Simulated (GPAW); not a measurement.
Crystal: C.

```
C
1.0
     2.52210    0.00000    0.00000
    -1.26105    2.18420    0.00000
     0.00000    0.00000    8.23710
C
8
Direct
  0.66667 0.33333 0.84375
  0.33333 0.66667 0.34375
  0.66667 0.33333 0.65625
  0.33333 0.66667 0.15625
  0.00000 0.00000 0.90625
  0.00000 0.00000 0.40625
  0.00000 0.00000 0.59375
  0.00000 0.00000 0.09375
```

This is a hexagonal form of diamond, not graphite.

Base run:

```yaml
Program: GPAW 26.7.0
Functional: SCAN
Potentials_or_basis: GPAW PAW data sets (gpaw-data 1.2.1)
Cutoff: 800 eV
Basis: pw
k_mesh: 7 × 7 × 2
Occupations: fermi-dirac, width 0.05 eV
Spin: no spin polarisation
```

Its results: band gap on the k mesh 4.81 eV, indirect (least direct gap 5.70 eV); pressure -5.5 GPa; largest force 0.352 eV/Å.

Problem. The run is repeated on the same cell with these changes: functional from SCAN to rSCAN. What comes out?

Solution. Band gap on the k mesh 4.67 eV, indirect (least direct gap 5.42 eV); pressure -4.6 GPa; largest force 0.359 eV/Å.

Caveats: the PAW data sets were made with another functional, which shifts forces and pressure a little.

Not every run made on this cell is shown here.
